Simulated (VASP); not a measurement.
Runs of VASP 6.6.1 on CsPbBr3. It takes space group Pm-3m (No. 221, cubic). Conventional cell: a = 5.870 Å, b = 5.870 Å, c = 5.870 Å, α = 90.00°, β = 90.00°, γ = 90.00°. Pb (site symmetry m-3m) has 6 Br at 2.94 Å as nearest neighbours. Cs (site symmetry m-3m) is surrounded by 12 Br at 4.15 Å. Around Br (site symmetry 4/mmm) lie 2 Pb at 2.94 Å. Measurements of this composition are mostly on another form, of space group No. 62.

```tsv
level	gap on the mesh (eV)	pressure (GPa)	relaxed volume (Å³/atom)
PBEsol+D3(BJ)	1.28	0.0	39.21
PBEsol+D3	(c)	0.0	(b)
PBEsol+rVV10	(a)	0.0	40.20
PBEsol+D4	1.36	0.0	39.87
PBEsol	1.45	0.0	40.72
```

Alike in all rows: task relaxation of cell and atoms; potentials or basis VASP PAW PBE potentials, release 64 (Pb_d, Cs_sv, Br); no spin polarisation; cell relaxed; k mesh 4 × 4 × 4; cutoff (eV) 600; smearing fermi-dirac 0.05 eV.

Fill in the values left out.

(a) 1.38; (b) 39.54; (c) 1.32.

Caveats: the PAW data sets were made with another functional, which shifts forces and pressure a little; spin-orbit coupling is left out, which as a rule narrows the gap of such compounds by several tenths of an eV.

A k mesh can miss the band edges, and the runs leave out spin-orbit coupling on Br, Cs, Pb.
